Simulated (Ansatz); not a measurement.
`BCC(C)=O` + `CCC=O` → `CCC(=O)CC(C)=O` + BH₃  (formal exchange of groups at a C–B bond)

Isolated molecules relaxed with PBE0-D4/def2-TZVP in Ansatz; ΔE leaves out vibrations. CCSD(T)/CBS is the MP2 limit (def2-TZVPP, def2-QZVPP) plus CCSD(T) − MP2 in def2-TZVPP, frozen cores. This one scheme is used for every species. DFT in def2-TZVPP. One conformer a species, not always the lowest.

```json
{"level": "PBE0-D4", "ΔE (kcal/mol)": "5.5"}
{"level": "ωB97X-V", "ΔE (kcal/mol)": "4.4"}
{"level": "B2PLYP", "ΔE (kcal/mol)": "5.8"}
{"level": "HF/def2-TZVPP", "ΔE (kcal/mol)": "5.8"}
{"level": "HF/def2-QZVPP", "ΔE (kcal/mol)": "6.0"}
{"level": "MP2/def2-QZVPP", "ΔE (kcal/mol)": "4.2"}
{"level": "SCS-MP2/def2-QZVPP", "ΔE (kcal/mol)": "4.5"}
{"level": "MP2/CBS(def2)", "ΔE (kcal/mol)": "4.4"}
```

**Question.** What does CCSD(T)/CBS give? (An estimate is asked.)

**Answer.** The calculation gave: +4.8 kcal/mol. The listed levels differ from it by 0.7, -0.4, 1.0, 1.0, 1.2, -0.6, -0.3, -0.4 kcal/mol.

Largest T1 diagnostic among the species: 0.014.

The D4 term adds −2.2 kcal/mol with B3LYP and −1.3 kcal/mol with PBE0; it sums over pairs of atoms, weighted by their polarisabilities, and B3LYP, whose exchange is more repulsive, gets the larger term. In def2-TZVPP, CCSD(T) changes the Hartree–Fock value by −1.6 kcal/mol (the triples alone add −0.6 kcal/mol) and MP2 by −2.0 kcal/mol.

B3LYP here is the variant with VWN-RPA as its local correlation; programs differ in this.

CCSD(T)/CBS has its own doubt, a few kJ/mol and more with outer-core shells, so smaller differences from it don't rank the levels.
